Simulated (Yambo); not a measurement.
# InP (F-43m) in Yambo: settings compared, part 3 of 3

Yambo 5.3.0. Earlier steps stand in the parts before.

## 5. GW quasiparticle levels, LDA

gw0.in

```
gw0
dyson
el_el_corr
rim_cut
HF_and_locXC
ppa
em1d
RandQpts= 1000000
RandGvec= 50 RL
EXXRLvcs= 74 Ry
VXCRLvcs= 74 Ry
Chimod= "HARTREE"
% BndsRnXp
 1 | 43 |
%
NGsBlkXp= 6 Ry
% LongDrXp
 1 | 1 | 1 |
%
PPAPntXp= 27.21138 eV
% GbndRnge
 1 | 43 |
%
GTermKind= "BG"
DysSolver= "n"
ExtendOut
% QPkrange
 1 | 8 | 10 | 18 |
%
```

scf.in

```
&CONTROL
  calculation = 'scf'
  prefix = 'pwscf'
  outdir = './tmp'
  pseudo_dir = './pseudo'
/
&SYSTEM
  ibrav = 0
  nat = 2
  ntyp = 2
  ecutwfc = 74
  nbnd = 20
  occupations = 'smearing'
  smearing = 'fd'
  degauss = 0.00367493
  force_symmorphic = .true.
/
&ELECTRONS
  conv_thr = 4d-10
  electron_maxstep = 120
  mixing_beta = 0.5
/
ATOMIC_SPECIES
In   114.8180 In.upf
P     30.9738 P.upf
CELL_PARAMETERS bohr
   0.0000000000    5.5378424082    5.5378424082
   5.5378424082    0.0000000000    5.5378424082
   5.5378424082    5.5378424082    0.0000000000
ATOMIC_POSITIONS bohr
In     0.0000000000    0.0000000000    0.0000000000
P      8.3067636123    8.3067636123    8.3067636123
K_POINTS automatic
8 8 8 0 0 0
```

nscf.in

```
&CONTROL
  calculation = 'nscf'
  prefix = 'pwscf'
  outdir = './tmp'
  pseudo_dir = './pseudo'
/
&SYSTEM
  ibrav = 0
  nat = 2
  ntyp = 2
  ecutwfc = 74
  nbnd = 43
  occupations = 'fixed'
  force_symmorphic = .true.
/
&ELECTRONS
  conv_thr = 1d-08
  diago_full_acc = .true.
  diago_thr_init = 1d-06
/
ATOMIC_SPECIES
In   114.8180 In.upf
P     30.9738 P.upf
CELL_PARAMETERS bohr
   0.0000000000    5.5378424082    5.5378424082
   5.5378424082    0.0000000000    5.5378424082
   5.5378424082    5.5378424082    0.0000000000
ATOMIC_POSITIONS bohr
In     0.0000000000    0.0000000000    0.0000000000
P      8.3067636123    8.3067636123    8.3067636123
K_POINTS automatic
4 4 4 0 0 0
```

gw0_1.in

```
gw0
dyson
el_el_corr
rim_cut
HF_and_locXC
ppa
em1d
RandQpts= 1000000
RandGvec= 50 RL
EXXRLvcs= 74 Ry
VXCRLvcs= 74 Ry
Chimod= "HARTREE"
% BndsRnXp
 1 | 43 |
%
NGsBlkXp= 6 Ry
% LongDrXp
 1 | 1 | 1 |
%
PPAPntXp= 27.21138 eV
% GbndRnge
 1 | 43 |
%
GTermKind= "BG"
DysSolver= "n"
ExtendOut
% QPkrange
 1 | 8 | 10 | 18 |
%
GfnQPdb= "E < gw0/ndb.QP"
```

gw0_2.in

```
gw0
dyson
el_el_corr
rim_cut
HF_and_locXC
ppa
em1d
RandQpts= 1000000
RandGvec= 50 RL
EXXRLvcs= 74 Ry
VXCRLvcs= 74 Ry
Chimod= "HARTREE"
% BndsRnXp
 1 | 43 |
%
NGsBlkXp= 6 Ry
% LongDrXp
 1 | 1 | 1 |
%
PPAPntXp= 27.21138 eV
% GbndRnge
 1 | 43 |
%
GTermKind= "BG"
DysSolver= "n"
ExtendOut
% QPkrange
 1 | 8 | 10 | 18 |
%
GfnQPdb= "E < gw0_1/ndb.QP"
```

Potentials or basis: PseudoDojo 0.4.1 SR LDA stringent.

Launch:

```console
$ OMP_NUM_THREADS=1 pw.x -in scf.in > scf.out
$ OMP_NUM_THREADS=1 pw.x -in nscf.in > nscf.out
$ cd tmp/pwscf.save; p2y; mv SAVE ../..; cd ../..
$ OMP_NUM_THREADS=1 yambo
$ OMP_NUM_THREADS=1 yambo -F gw0.in -J gw0 -C gw0_out
$ mkdir -p gw0_1; ln -s $PWD/gw0/ndb.pp* gw0_1/
$ OMP_NUM_THREADS=1 yambo -F gw0_1.in -J gw0_1 -C gw0_1_out
$ # levels in gw0_1/ndb.QP reset to Eo + Z (Sx + Sc(Eo) - Vxc - shift), the shift holding the valence top or Fermi level at zero
$ mkdir -p gw0_2; ln -s $PWD/gw0/ndb.pp* gw0_2/
$ OMP_NUM_THREADS=1 yambo -F gw0_2.in -J gw0_2 -C gw0_2_out
$ # levels in gw0_2/ndb.QP reset to Eo + Z (Sx + Sc(Eo) - Vxc - shift), the shift holding the valence top or Fermi level at zero
```

Yambo's report:

```text
[... sections 02.01 to 02.04 as in the set-up run ...]

  [02.05] Energies & Occupations
  ==============================

  [X] === General ===
  [X] Electronic Temperature                        :  0.000000  0.000000 [eV K]
  [X] Bosonic    Temperature                        :  0.000000  0.000000 [eV K]
  [X] Finite Temperature mode                       : no
  [X] El. density                                   :  0.51656E+24 [cm-3]
  [X] Fermi Level                                   :  8.053975 [eV]

  [X] === Gaps and Widths ===
  [X] Conduction Band Min                           :  0.481024 [eV]
  [X] Valence Band Max                              :  0.000000 [eV]
  [X] Filled Bands                                  :  13
  [X] Empty Bands                                   :   14   43
  [X] Direct Gap                                    :  0.481024 [eV]
[... 427 lines left out ...]
   PPA    diel. fun.  energies                      : Slater exchange(X)+Perdew & Wang(C)
   wavefunctions                                    : Slater exchange(X)+Perdew & Wang(C)
   QP tot states                                    :   72
   GW solver                                        : Newton
   GW approximation                                 : PPA
   PPA imaginary Energy                             :  27.21138 ev
   RIM G`s                                          :   51
   RIM random pts                                   :  1000000
   dS/dw steps                                      :  2
   dS/dw step                                       :  0.100000 ev
   X G`s                                            :   89 used
   X G`s                                            :   89 disk
   X bands                                          :    1   43
   X poles                                          :  100.0000 o/o
   X e/h E range                                    : -1.000000 -1.000000 ev
   X Hxc Kernel                                     : HARTREE
   X BZ energy Double Grid                          : no
   X Optical Averaged directions                    : none
   Sc/G bands                                       :    1   43
   Sc/G damping                                     :  0.100000 ev
   Sc bands terminator                              : yes
   Sc terminator kind                               : BG
   Sc Terminator pole                               :  40.81708
   Sx RL components                                 :   3719

   QP @ state[ 1 ] K range                          :   1   8
   QP @ state[ 1 ] b range                          :  10  18
   GF energies kind                                 : Slater exchange(X)+Perdew & Wang(C)
   GF WF`s kind                                     : Slater exchange(X)+Perdew & Wang(C)
   Xs energies kind                                 : Slater exchange(X)+Perdew & Wang(C)
   Xs WF`s kind                                     : Slater exchange(X)+Perdew & Wang(C)
```

r_setup:

```text
[02] CORE Variables Setup
 =========================

  [02.01] Unit cells
  ==================

  Cell kind             :  FCC
  Atoms in the cell     :  In  P
  number of In atoms    :  1
  number of P  atoms    :  1
[... 263 lines left out ...]

  [03.01] X indexes
  =================

   [03.01.01] Sigma indexes
   ========================

   [WR./SAVE//ndb.kindx]-----------------------------------------------------------
    Fragmentation                                    : no
    Polarization last K ( bz)                        :   64
    Polarization last K (ibz)                        :   8
    QP states                                        :   1   8
    X grid is uniform                                : yes
    Grids (string)                                   :  X S
    Grids (int-vector)                               :  1  0  0  1
```

o-gw0.qp:

```text
# GW solver                                       : Newton
# GW approximation                                : PPA
# PPA imaginary Energy                            :   27.2113800    [ev]
[... 101 lines left out ...]
         8                 17                 6.053274           6.429842           0.376568          -9.959614          -5.136243          -4.350762          -4.446803          -6.938906           0.796812          -0.591867E-3       -17.64131           37.31084
         8                 18                 9.978286           10.38574           0.407452          -11.73250          -5.319342          -5.880002          -6.005702          -8.486425           0.761255           0.027808          -28.62448           22.99472
#
```

Results:

```yaml
Band_gap_on_the_k_mesh_mean-field_level: 0.48 eV, direct
Quasiparticle_gap: 1.53 eV
Least_direct_quasiparticle_gap: 1.53 eV
Quasiparticle_gap_at_Γ: 1.53 eV
Band_gap_of_the_same_states_before_the_correction: 0.48 eV
```

Quasiparticle terms (eV):
```tsv
k point	band	Kohn-Sham level	Vxc	Σx	Σc	Z	result
(0.000, 0.000, 0.000)	10	-11.56	-11.75	-18.67	6.92	0.79	-11.26
(0.000, 0.000, 0.000)	11	0.00	-12.89	-14.74	1.49	0.78	0.00
(0.000, 0.000, 0.000)	12	0.00	-12.89	-14.74	1.47	0.78	-0.02
(0.000, 0.000, 0.000)	13	0.00	-12.89	-14.74	1.49	0.78	0.00
(0.000, 0.000, 0.000)	14	0.48	-12.08	-7.99	-3.14	0.80	1.53
(0.000, 0.000, 0.000)	15	3.96	-11.14	-6.46	-3.71	0.81	5.04
(0.000, 0.000, 0.000)	16	3.96	-11.14	-6.46	-3.70	0.81	5.05
(0.000, 0.000, 0.000)	17	3.96	-11.14	-6.46	-3.71	0.81	5.04
(0.000, 0.000, 0.000)	18	8.28	-9.63	-3.91	-4.73	0.81	9.38
(0.000, 0.000, 0.250)	10	-10.87	-12.40	-19.10	6.72	0.75	-10.59
(0.000, 0.000, 0.250)	11	-3.53	-12.25	-14.98	2.49	0.77	-3.43
(0.000, 0.000, 0.250)	12	-0.57	-12.53	-14.51	1.64	0.78	-0.55
(0.000, 0.000, 0.250)	13	-0.57	-12.53	-14.51	1.64	0.78	-0.56
(0.000, 0.000, 0.250)	14	1.61	-11.59	-7.38	-3.31	0.81	2.63
(0.000, 0.000, 0.250)	15	4.68	-11.19	-6.34	-3.92	0.81	5.72
(0.000, 0.000, 0.250)	16	4.68	-11.19	-6.34	-3.91	0.81	5.73
(0.000, 0.000, 0.250)	17	5.17	-10.99	-6.12	-4.18	0.79	6.01
(0.000, 0.000, 0.250)	18	8.52	-10.28	-4.87	-4.70	0.80	9.38
(0.000, 0.000, -0.500)	10	-9.81	-13.38	-19.79	6.29	0.70	-9.64
(0.000, 0.000, -0.500)	11	-5.84	-11.36	-15.22	3.54	0.74	-5.80
```

Caveat: the k mesh is coarse (spacing up to 0.46 Å⁻¹), so the values aren't converged; the screening block or the number of bands is too small for a converged GW gap; between passes the levels were reset to the linearisation about the Kohn-Sham level, since this version mixes two points of expansion; the levels printed in its table differ; this version prints the column dSc/dw multiplied by 27.2; the terminator is approximate in this version, by hundredths of an eV; spin-orbit coupling is left out, which moves the levels of the heavy elements.

## 6. Summary

```csv
task,level,potentials or basis,k mesh,cutoff (eV),random integration of the Coulomb term,states corrected,cutoff of exchange and Vxc,"bands corrected (first, last)",direction of the field or of q to 0,mesh quality,gap on the mesh (eV)
Hartree-Fock levels,PBEsol,PseudoDojo 0.4.1 SR PBEsol standard,6 × 6 × 6,952,yes,Γ and the k points of the band edges,70 Ry,"[7, 11]",-,not flagged,-
optical spectrum,PBEsol,PseudoDojo 0.4.1 SR PBEsol standard,6 × 6 × 6,952,-,-,-,-,x + y + z,not flagged,0.61
optical spectrum,PBEsol,PseudoDojo 0.4.1 SR PBEsol standard,6 × 6 × 6,952,-,-,-,-,x,not flagged,0.61
GW quasiparticle levels,LDA,PseudoDojo 0.4.1 SR LDA stringent,4 × 4 × 4,1007,yes,all k points,74 Ry,"[10, 18]",x + y + z,coarse,-
```

Alike in all rows: no spin polarisation; cell as given; smearing fixed.

Caveats: some runs use coarse meshes; spin-orbit coupling is left out, which moves the levels of the heavy elements; spectra need much finer meshes, so this one isn't converged (some runs); the potentials hold a filled d shell without the s and p states of that shell, which can shift GW gaps by tenths of an eV, either way (some runs); independent-particle spectra lack excitons (some runs); the scissor is the correction of the direct gap in an earlier G0W0 run on the same states (some runs); these spectra lack excitons (some runs); the screening block or the number of bands is too small for a converged GW gap (some runs).

Absolute energies hang on the potentials; compare differences alone.

## 7. Comparison with measurements

Step 2. A measured gap of InP is 1.4236 eV (direct; 1.6 K; a printed reference work, data compilation); the calculated 5.44 eV misses it by +4.02 eV. So large a miss can be the level of theory's own, or it may mean another phase, state or a wrong row. Spin-orbit coupling on In is left out. The value is that of Hartree-Fock on PBEsol, without temperature or zero-point motion.

Step 3. A measured gap of InP is 1.4236 eV (direct; 1.6 K; a printed reference work, data compilation); the calculated 0.61 eV misses it by -0.81 eV. Spin-orbit coupling on In is left out. The value is that of PBEsol on a finite k mesh, which can miss the band edges, without temperature or zero-point motion. Semilocal functionals fall short of measured gaps as a rule.

Step 4. A measured gap of InP is 1.4236 eV (direct; 1.6 K; a printed reference work, data compilation); the calculated 0.61 eV misses it by -0.81 eV. Spin-orbit coupling on In is left out. The value is that of PBEsol on a finite k mesh, which can miss the band edges, without temperature or zero-point motion. Semilocal functionals fall short of measured gaps as a rule.
